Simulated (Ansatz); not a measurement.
**WC: moving W off its site**

WC, P-6m2, a = 2.901 Å, c = 2.829 Å (as given, not relaxed at this level: 8.5 GPa). Ansatz: PBE, PAW, 420 eV, Γ-centred 18×18×16 mesh on 2 atoms, Gaussian smearing 0.15 eV; no spin polarisation.

```yaml
crystal:
  lattice:
    - [2.90050, 0.00000, 0.00000]
    - [-1.45025, 2.51191, 0.00000]
    - [0.00000, 0.00000, 2.82900]
  atoms:
    - { symbol: W, position: [0.00000, 0.00000, 0.00000] }
    - { symbol: C, position: [0.66667, 0.33333, 0.50000] }
```

Atom 1 (W) moves by x along the unit vector (0.707, 0.707, 0.000), with its periodic images; all else is held. y is the free energy of the cell over the start, F the force along the path summed over the moved atoms.

| x (Å) | y (meV) | F (eV/Å) |
| --- | --- | --- |
| -0.1000 | ? | ? |
| -0.0750 | 43.8 | 1.16 |
| -0.0500 | 19.6 | 0.78 |
| -0.0250 | 4.9 | 0.39 |
| 0.0000 | 0.0 | 0.00 |
| 0.0250 | 5.0 | -0.40 |
| 0.0500 | 20.3 | -0.82 |
| 0.0750 | 46.0 | -1.24 |
| 0.0875 | 62.9 | -1.46 |
| 0.1000 | 82.5 | -1.68 |

Problem. Fit y = c2 x² + c3 x³ + c4 x⁴ to the energies of the other rows, give the force constant, and predict energy and force of the missing row.

Solution. Least squares on the rows shown. y = 7974 x² + 2623 x³ + 1416 x⁴. The force constant is 2 c2 = 15.9 eV/Å², for the cell as given, at 8.5 GPa (for all images moving together, not for a lone atom). The force −dy/dx at the missing row is 1.52 eV/Å (computed 1.52). At x = -0.1000 the fit asked for gives 77.3 meV. The run gave 77.3 meV, the same to the digits shown.

Spin–orbit coupling is left out, which can shift energies with elements as heavy as these.

The W sublattice sits in a stiff, nearly harmonic well, and at every matched displacement the positive side costs more energy. Because all W images move together, W–W distances stay fixed and the restoring force comes from shifting W against C, as in a zone-centre optical vibration. The stiffness fits strong W 5d–C 2p covalent bonding combined with short-range repulsion.

The asymmetry follows from the trigonal-prismatic site, which lacks an inversion centre and so allows a cubic term. Positive x carries W more directly towards one pair of C neighbours, where repulsion steepens the well; negative x heads between two such pairs. By symmetry the harmonic stiffness is the same for every in-plane direction, whereas the cubic term changes with direction and vanishes along a lattice vector.

The zero force at the start is likewise imposed by symmetry and is no sign of an equilibrium lattice constant. The quartic coefficient contributes so little over this range that it is probably poorly determined, and the curve says nothing about stiffness along c.
